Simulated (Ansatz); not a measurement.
Hg under strains and displacements

These are results of DFT PBE, scalar-relativistic, plane waves, PAW (Ansatz 0.2.0), not measurements.

Cutoff 420 eV; k points 15×15×15 on the computed 1-atom cell (Γ-centred); Gaussian smearing, width 0.10 eV; no spin polarisation.

Reference cell:

```yaml
crystal:
  lattice:
    - [1.73000, 0.99882, 2.23400]
    - [-1.73000, 0.99882, 2.23400]
    - [0.00000, -1.99763, 2.23400]
  atoms:
    - { symbol: Hg, position: [0.00000, 0.00000, 0.00000] }
```

Each variant moves atoms of this cell by the vectors given, if any (Å), and then applies a symmetric strain (tensor components, Cartesian axes). The reference cell isn't relaxed at this level. Energies are per atom at zero smearing, counted from the lowest variant. Pressure is positive in compression.

1. strain (xx yy zz yz xz xy, %) -4.09 -4.09 -2.59 0.00 0.00 0.00
2. strain (xx yy zz yz xz xy, %) 2.84 2.84 4.34 0.00 0.00 0.00
3. strain (xx yy zz yz xz xy, %) 5.39 5.39 -3.61 0.00 0.00 0.00

```tsv
variant	ΔE (meV/atom)	P (GPa)	largest force (eV/Å)	gap on mesh (eV)	space group
1	199.3	14.98	0.00	0	R-3m
2	?	?	?	?	?
3	11.4	3.63	0.00	0	R-3m
```

**Question.** Give the withheld rows.

**Answer.**
```json
{"variant": "2", "ΔE (meV/atom)": "0.0", "P (GPa)": "1.75", "largest force (eV/Å)": "0.00", "gap on mesh (eV)": "0", "space group": "R-3m"}
```

Spin-orbit coupling is left out, which matters for the bands of heavy elements.